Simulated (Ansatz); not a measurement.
# Sn (I4_1/amd) in Ansatz: notebook

One crystal, Sn, is run at these levels: PBE; tasks: single point.

Everything below comes from runs of Ansatz 0.2.0. Logs are shortened: lines on timing, memory, paths and dates and some standing lists are left out, and cuts for length are marked.

## 1. Starting point

It takes space group I4_1/amd (No. 141, tetragonal). The conventional cell has a = 5.880 Å, b = 5.880 Å, c = 3.199 Å, α = 90.00°, β = 90.00°, γ = 90.00°. Sn (site symmetry -4m2) is surrounded by 6 Sn at 3.05 to 3.20 Å.

## 2. Single point, PBE

Contents of input.yaml:

```yaml
crystal:
  lattice:
    - [-2.9401404553, 2.9401404553, 1.5993019889]
    - [2.9401404553, -2.9401404553, 1.5993019889]
    - [2.9401404553, 2.9401404553, -1.5993019889]
  atoms:
    - { symbol: Sn, position: [0.0, 0.0, 0.0] }
    - { symbol: Sn, position: [0.75, 0.25, 0.5] }
hamiltonian:
  xc: pbe
  pseudopotentials: { kind: paw }
kpoints:
  mp_grid: { grid: [9, 9, 9] }
scf:
  occupations: { method: gaussian, width: 0.017 }
output:
  forces: true
  stress: true
  eigenvalues: true
  write_density: true
  write_potential: true
  elf: true
  volumetric_format: npy
```

Potentials or basis: Ansatz PAW.

The run is started by

```sh
$ ansatz run input.yaml --threads 2 --pin off --max-ram 5632MiB --backend cpu --events-out ev --progress --plain --runs-dir out
```

Output:

```text
Warning: RAYON_NUM_THREADS=2 ignored (pool sized by the plan → 2); use --threads N
Engine: ansatz 0.2.0, x86_64-unknown-linux-gnu
Pseudopotentials: kind: paw
Pseudopotential: Sn, paw, valence charge 14, recommended cutoff 420 eV (normal), Sn.paw.azcp
Functional definition: PBE
  parameter kappa = 0.804
  parameter beta = 0.06672455060314922
  exchange = pbe_x(kappa = kappa, mu = beta*pi^2/3)
  correlation = pbe_c(beta = beta)
Crystal: 2 atoms, lattice volume = 55.300 Å³
Basis set: ecut = 420 eV, 1109 PW (Γ), exchange–correlation on 60×60×60 points (8 copies of the dense FFT grid, shifted against one another)
Bands: 18, of which v1, the nominal top of the filled ones, is band 14 counted from 1 (13 counted from 0)
Symmetry: 16 space group operations
Space group: I41/amd (ITA 141), of the structure as read, at distance tolerance 3.8e-5 Å
k-points: 75 of 729
Non-local potential: Sn, projectors of the file, l = 0: 2, l = 1: 2, l = 2: 2, l = 3: 2
PAW form: soft (Blöchl's): semilocal exchange-correlation on the pseudo side does not see the compensation charge
PAW one-centre angular grid: Sn, 590 points (default); XC on 64 Gauss nodes
Initial density: superposition of atomic densities (neutral atoms: chi_scale 0, normalization atom), corrected by the library's trained network
Initial wavefunctions: pseudopotential atomic-orbital guess
Functional: x = pbe(κ = 0.804, μ = 0.2195149727645171), c = pbe(β = 0.06672455060314922)
SCF iter   1: F=—  HF=-12048.329558 eV  |F-HF|=—  |Δ(HF+E_count)|=         —  Δρ=9.64e-4  dr2=2.96e-4  ethr=1.77e-3  ⟨swp⟩=6.2  Hψ=7066  notcnv=0
preconditioner: auto → none  [insulator: Δε(μ)=0.020 eV  Ē_g=20.190 eV  σ=0.017 eV  W_gap=0.58  n_scr=16 (ndim 8)  ℏωp=26.4 eV  f_vac=0.000  D(μ)=1.98/eV (n_scr^D=16)  ε∞_Penn≈2.7]
SCF iter   2: F=—  HF=-12048.328628 eV  |F-HF|=—  |Δ(HF+E_count)|=   9.30e-4  Δρ=5.58e-4  dr2=1.20e-4  ethr=1.06e-6  ⟨swp⟩=2.1  Hψ=3032  notcnv=0
SCF iter   3: F=—  HF=-12048.328622 eV  |F-HF|=—  |Δ(HF+E_count)|=   6.19e-6  Δρ=2.11e-4  dr2=1.24e-5  ethr=4.27e-7  ⟨swp⟩=2.0  Hψ=2381  notcnv=0
SCF iter   4: F=—  HF=-12048.328636 eV  |F-HF|=—  |Δ(HF+E_count)|=   1.42e-5  Δρ=1.06e-4  dr2=3.38e-6  ethr=4.44e-8  ⟨swp⟩=2.1  Hψ=1705  notcnv=0
SCF iter   5: F=—  HF=-12048.328639 eV  |F-HF|=—  |Δ(HF+E_count)|=   3.06e-6  Δρ=5.14e-5  dr2=8.98e-7  ethr=1.21e-8  ⟨swp⟩=2.0  Hψ=1631  notcnv=0
SCF iter   6: F=—  HF=-12048.328639 eV  |F-HF|=—  |Δ(HF+E_count)|=   2.36e-7  Δρ=2.40e-5  dr2=2.04e-7  ethr=3.21e-9  ⟨swp⟩=2.0  Hψ=2383  notcnv=0
SCF iter   7: F=-12048.328639 eV  HF=-12048.328639 eV  |F-HF|=5.60e-10  |Δ(HF+E_count)|=   1.41e-7  Δρ=1.12e-6  dr2=4.32e-10  ethr=3.57e-10  ⟨swp⟩=9.7  Hψ=9038  notcnv=0
SCF 1 converged in 7 iterations: F = -12048.328639 eV  dr2 = 4.32e-10
SCF converged after 7 iterations
Free energy (F): -12048.328639 eV
Harris-Foulkes:  -12048.328639 eV  (|F-HF|=5.60e-10)
Internal energy: -12048.328365 eV  (E = F + TS)
E sigma→0 (E₀):  -12048.328502 eV
Entropy (-TS):   -0.000274 eV (-0.137 meV/atom)
Fermi energy:    10.470210 eV
--- Per-component energies (eV) ---
  E_band       = -171.133741
  E_kinetic    = 373.026574
  E_local      = -1725.531734  (includes V_loc(G=0)·N_el)
  E_nonlocal   = -64.783157
  E_hartree    = 1074.129606
  E_xc         = -765.161524
  E_vxc        = -192.127744  (∫ρ·V_xc dr)
  E_paw        = -8272.267525  (= ΣΔE_a)
  E_vpaw       = -709.975664  (= ΣTr[D̂ρ^β])
  E_aug_tail   = -0.000001  (compensation charges beyond the density's cutoff)
  E_ewald      = -2667.740604
  E_smearing   = -0.000274  (= −TS)
  E_closure    = -0.000000  (closes the sum)
  Σ components = -12048.328639   (vs F -12048.328639, Δ=0.00e0)
--- Forces (eV/Å), atoms counted from 1 ---
  atom   1  Sn     0.00000000    -0.00000000     0.00000000
  atom   2  Sn     0.00000000    -0.00000000     0.00000000
  max |Σ_I F_I| component: 2.08e-17 eV/Å
--- Stress (GPa, compression-positive) ---
        1.543275       0.000000       0.000000
        0.000000       1.543275       0.000000
        0.000000      -0.000000       1.183265
  P = ⅓ Tr σ = 1.4233 GPa (14.233 kbar)
--- Band table (eV; the first three rows and the last of 75) ---
  k-point 0: bands = ["-11.1680", "-11.0900", "-11.0481", "-11.0375", "-10.8961", "-10.8961", "-10.8859", "-10.8859", "-10.8042", "-10.6995", "-0.5311", "6.7628", "8.5301", "8.5301", "13.4596", "16.5873", "16.5873", "17.2059"]
  k-point 1: bands = ["-11.1583", "-11.0917", "-11.0437", "-11.0400", "-10.9008", "-10.8909", "-10.8834", "-10.8823", "-10.8099", "-10.7093", "-0.4218", "5.9540", "8.6599", "9.1345", "13.9657", "15.6683", "15.9953", "17.1622"]
  k-point 2: bands = ["-11.1304", "-11.0951", "-11.0581", "-11.0172", "-10.9157", "-10.8789", "-10.8783", "-10.8719", "-10.8259", "-10.7358", "-0.0939", "4.6275", "9.0459", "9.9563", "14.2574", "14.8169", "15.3735", "16.8540"]
  k-point 74: bands = ["-11.1023", "-11.1010", "-10.9393", "-10.9149", "-10.9128", "-10.9053", "-10.8925", "-10.8809", "-10.8762", "-10.8751", "2.6585", "3.0111", "5.8152", "6.1748", "15.5006", "15.5079", "19.0121", "19.4886"]
```

Wall time 10 s (2 threads of Intel Xeon at 2.50GHz (Skylake/Cascade Lake), shared host); peak memory 0.38 GiB.

What came out:

```
Free energy            : -12048.3286 eV
Pressure               : 1.4 GPa
Band gap on the k mesh : none (metal or under the smearing width)
```

Stress tensor (GPa, compression positive):
```
1.54 0.00 0.00
0.00 1.54 0.00
0.00 0.00 1.18
```

Levels at points of the mesh, in eV from the Fermi level:
| k point | band 11 | band 12 | band 13 | band 14 | band 15 | band 16 | band 17 | band 18 |
| --- | --- | --- | --- | --- | --- | --- | --- | --- |
| (0.00, 0.00, 0.00) | -11.00 | -3.71 | -1.94 | -1.94 | 2.99 | 6.12 | 6.12 | 6.74 |

## 3. Single point, PBE

Changes to input.yaml since step 2:

```diff
@@ -14,3 +14,3 @@
 scf:
-  occupations: { method: gaussian, width: 0.017 }
+  occupations: { method: gaussian, width: 0.018 }
 output:
@@ -19,5 +19 @@
   eigenvalues: true
-  write_density: true
-  write_potential: true
-  elf: true
-  volumetric_format: npy
```

Potentials or basis: Ansatz PAW.

The run is started by

```sh
$ ansatz run input.yaml --threads 2 --pin off --max-ram 5632MiB --backend cpu --events-out ev --progress --plain --runs-dir out
```

It took 8.5 s on 2 threads of Intel Xeon at 2.50GHz (Skylake/Cascade Lake), shared host; peak memory 0.38 GiB.

It converged, with:

- Free energy: -12048.3287 eV
- Pressure: 1.4 GPa
- Band gap on the k mesh: none (metal or under the smearing width)

Stress tensor (GPa, compression positive):
```
1.54 0.00 0.00
0.00 1.54 0.00
0.00 0.00 1.19
```

Levels at points of the mesh, in eV from the Fermi level:
| k point | band 10 | band 11 | band 12 | band 13 | band 14 | band 15 | band 16 | band 17 | band 18 |
| --- | --- | --- | --- | --- | --- | --- | --- | --- | --- |
| (0.00, 0.00, 0.00) | -21.17 | -11.00 | -3.71 | -1.94 | -1.94 | 2.99 | 6.12 | 6.12 | 6.74 |

## 4. Single point, PBE

Changes to input.yaml since step 3:

```diff
@@ -14,3 +14,3 @@
 scf:
-  occupations: { method: gaussian, width: 0.018 }
+  occupations: { method: gaussian, width: 0.019 }
 output:
@@ -19 +19,5 @@
   eigenvalues: true
+  write_density: true
+  write_potential: true
+  elf: true
+  volumetric_format: npy
```

The run is started by

```sh
$ ansatz run input.yaml --threads 2 --pin off --max-ram 5632MiB --backend cpu --events-out ev --progress --plain --runs-dir out
```

Run time: 10 s. Hardware: 2 threads of Intel Xeon at 2.50GHz (Skylake/Cascade Lake), shared host; peak memory 0.38 GiB.

The run converged. Its results:

* Free energy: -12048.3287 eV
* Pressure: 1.4 GPa
* Band gap on the k mesh: none (metal or under the smearing width)

Stress tensor (GPa, compression positive):
```
1.54 0.00 0.00
0.00 1.54 0.00
0.00 0.00 1.19
```

Levels at points of the mesh, in eV from the Fermi level:
| k point | band 10 | band 11 | band 12 | band 13 | band 14 | band 15 | band 16 | band 17 | band 18 |
| --- | --- | --- | --- | --- | --- | --- | --- | --- | --- |
| (0.00, 0.00, 0.00) | -21.17 | -11.00 | -3.71 | -1.94 | -1.94 | 2.99 | 6.12 | 6.12 | 6.74 |

## 5. Single point, PBE

Changes to input.yaml since step 4:

```diff
@@ -14,3 +14,3 @@
 scf:
-  occupations: { method: gaussian, width: 0.019 }
+  occupations: { method: gaussian, width: 0.02 }
 output:
@@ -19,5 +19 @@
   eigenvalues: true
-  write_density: true
-  write_potential: true
-  elf: true
-  volumetric_format: npy
```

Potentials or basis: Ansatz PAW.

The run is started by

```sh
$ ansatz run input.yaml --threads 2 --pin off --max-ram 5632MiB --backend cpu --events-out ev --progress --plain --runs-dir out
```

Output:

```text
Warning: RAYON_NUM_THREADS=2 ignored (pool sized by the plan → 2); use --threads N
Engine: ansatz 0.2.0, x86_64-unknown-linux-gnu
Pseudopotentials: kind: paw
Pseudopotential: Sn, paw, valence charge 14, recommended cutoff 420 eV (normal), Sn.paw.azcp
Functional definition: PBE
  parameter kappa = 0.804
  parameter beta = 0.06672455060314922
  exchange = pbe_x(kappa = kappa, mu = beta*pi^2/3)
  correlation = pbe_c(beta = beta)
Crystal: 2 atoms, lattice volume = 55.300 Å³
Basis set: ecut = 420 eV, 1109 PW (Γ), exchange–correlation on 60×60×60 points (8 copies of the dense FFT grid, shifted against one another)
Bands: 18, of which v1, the nominal top of the filled ones, is band 14 counted from 1 (13 counted from 0)
Symmetry: 16 space group operations
Space group: I41/amd (ITA 141), of the structure as read, at distance tolerance 3.8e-5 Å
k-points: 75 of 729
Non-local potential: Sn, projectors of the file, l = 0: 2, l = 1: 2, l = 2: 2, l = 3: 2
PAW form: soft (Blöchl's): semilocal exchange-correlation on the pseudo side does not see the compensation charge
PAW one-centre angular grid: Sn, 590 points (default); XC on 64 Gauss nodes
Initial density: superposition of atomic densities (neutral atoms: chi_scale 0, normalization atom), corrected by the library's trained network
Initial wavefunctions: pseudopotential atomic-orbital guess
Functional: x = pbe(κ = 0.804, μ = 0.2195149727645171), c = pbe(β = 0.06672455060314922)
SCF iter   1: F=—  HF=-12048.329611 eV  |F-HF|=—  |Δ(HF+E_count)|=         —  Δρ=9.68e-4  dr2=3.03e-4  ethr=1.77e-3  ⟨swp⟩=6.2  Hψ=7060  notcnv=0
preconditioner: auto → none  [insulator: Δε(μ)=0.020 eV  Ē_g=20.190 eV  σ=0.020 eV  W_gap=0.51  n_scr=16 (ndim 8)  ℏωp=26.4 eV  f_vac=0.000  D(μ)=1.86/eV (n_scr^D=16)  ε∞_Penn≈2.7]
SCF iter   2: F=—  HF=-12048.328680 eV  |F-HF|=—  |Δ(HF+E_count)|=   9.31e-4  Δρ=5.60e-4  dr2=1.20e-4  ethr=1.08e-6  ⟨swp⟩=2.1  Hψ=3025  notcnv=0
SCF iter   3: F=—  HF=-12048.328673 eV  |F-HF|=—  |Δ(HF+E_count)|=   6.60e-6  Δρ=2.10e-4  dr2=1.24e-5  ethr=4.30e-7  ⟨swp⟩=2.0  Hψ=2381  notcnv=0
SCF iter   4: F=—  HF=-12048.328688 eV  |F-HF|=—  |Δ(HF+E_count)|=   1.45e-5  Δρ=1.05e-4  dr2=3.39e-6  ethr=4.41e-8  ⟨swp⟩=2.2  Hψ=1686  notcnv=0
SCF iter   5: F=—  HF=-12048.328691 eV  |F-HF|=—  |Δ(HF+E_count)|=   3.01e-6  Δρ=5.08e-5  dr2=8.81e-7  ethr=1.21e-8  ⟨swp⟩=2.0  Hψ=1632  notcnv=0
SCF iter   6: F=—  HF=-12048.328690 eV  |F-HF|=—  |Δ(HF+E_count)|=   2.36e-7  Δρ=2.31e-5  dr2=1.90e-7  ethr=3.14e-9  ⟨swp⟩=2.0  Hψ=2383  notcnv=0
SCF iter   7: F=-12048.328690 eV  HF=-12048.328690 eV  |F-HF|=3.78e-10  |Δ(HF+E_count)|=   1.31e-7  Δρ=9.35e-7  dr2=3.03e-10  ethr=3.57e-10  ⟨swp⟩=5.6  Hψ=5467  notcnv=0
SCF 1 converged in 7 iterations: F = -12048.328690 eV  dr2 = 3.03e-10
SCF converged after 7 iterations
Free energy (F): -12048.328690 eV
Harris-Foulkes:  -12048.328690 eV  (|F-HF|=3.78e-10)
Internal energy: -12048.328330 eV  (E = F + TS)
E sigma→0 (E₀):  -12048.328510 eV
Entropy (-TS):   -0.000361 eV (-0.180 meV/atom)
Fermi energy:    10.470379 eV
--- Per-component energies (eV) ---
  E_band       = -171.134003
  E_kinetic    = 373.026360
  E_local      = -1725.530709  (includes V_loc(G=0)·N_el)
  E_nonlocal   = -64.783461
  E_hartree    = 1074.128165
  E_xc         = -765.162052
  E_vxc        = -192.128278  (∫ρ·V_xc dr)
  E_paw        = -8272.266027  (= ΣΔE_a)
  E_vpaw       = -709.973235  (= ΣTr[D̂ρ^β])
  E_aug_tail   = -0.000001  (compensation charges beyond the density's cutoff)
  E_ewald      = -2667.740604
  E_smearing   = -0.000361  (= −TS)
  E_closure    = 0.000000  (closes the sum)
  Σ components = -12048.328690   (vs F -12048.328690, Δ=0.00e0)
--- Forces (eV/Å), atoms counted from 1 ---
  atom   1  Sn    -0.00000000     0.00000000     0.00000000
  atom   2  Sn    -0.00000000     0.00000000     0.00000000
  max |Σ_I F_I| component: 3.47e-17 eV/Å
--- Stress (GPa, compression-positive) ---
        1.536803       0.000000       0.000000
        0.000000       1.536803      -0.000000
       -0.000000       0.000000       1.198659
  P = ⅓ Tr σ = 1.4241 GPa (14.241 kbar)
--- Band table (eV; the first three rows and the last of 75) ---
  k-point 0: bands = ["-11.1682", "-11.0900", "-11.0482", "-11.0374", "-10.8961", "-10.8961", "-10.8859", "-10.8859", "-10.8043", "-10.6996", "-0.5311", "6.7629", "8.5301", "8.5301", "13.4595", "16.5872", "16.5872", "17.2060"]
  k-point 1: bands = ["-11.1584", "-11.0916", "-11.0437", "-11.0401", "-10.9007", "-10.8908", "-10.8834", "-10.8823", "-10.8100", "-10.7094", "-0.4218", "5.9540", "8.6599", "9.1345", "13.9656", "15.6682", "15.9952", "17.1623"]
  k-point 2: bands = ["-11.1305", "-11.0951", "-11.0581", "-11.0173", "-10.9157", "-10.8789", "-10.8783", "-10.8719", "-10.8260", "-10.7359", "-0.0939", "4.6275", "9.0458", "9.9563", "14.2574", "14.8169", "15.3734", "16.8541"]
  k-point 74: bands = ["-11.1022", "-11.1010", "-10.9393", "-10.9149", "-10.9129", "-10.9054", "-10.8924", "-10.8809", "-10.8761", "-10.8751", "2.6585", "3.0111", "5.8151", "6.1747", "15.5007", "15.5079", "19.0121", "19.4885"]
```

Run time: 8.7 s. Hardware: 2 threads of Intel Xeon at 2.50GHz (Skylake/Cascade Lake), shared host; peak memory 0.38 GiB.

Results:

| Property | Result |
| --- | --- |
| Free energy | -12048.3287 eV |
| Pressure | 1.4 GPa |
| Band gap on the k mesh | none (metal or under the smearing width) |

Stress tensor (GPa, compression positive):
```
1.54 0.00 0.00
0.00 1.54 0.00
0.00 0.00 1.20
```

Levels at points of the mesh, in eV from the Fermi level:
| k point | band 10 | band 11 | band 12 | band 13 | band 14 | band 15 | band 16 | band 17 | band 18 |
| --- | --- | --- | --- | --- | --- | --- | --- | --- | --- |
| (0.00, 0.00, 0.00) | -21.17 | -11.00 | -3.71 | -1.94 | -1.94 | 2.99 | 6.12 | 6.12 | 6.74 |

## 6. Summary

```tsv
smearing	gap on the mesh (eV)	pressure (GPa)
gaussian 0.017 eV	none	1.4
gaussian 0.018 eV	none	1.4
gaussian 0.019 eV	none	1.4
gaussian 0.02 eV	none	1.4
```

Alike in all rows: task single point; level PBE; potentials or basis Ansatz PAW; no spin polarisation; cell as given; k mesh 9 × 9 × 9; cutoff (eV) 420.

Every run on the cell as given and a fine mesh finds a metal.

Total energies depend on the potentials used, so only differences within one code and one set of settings carry meaning.
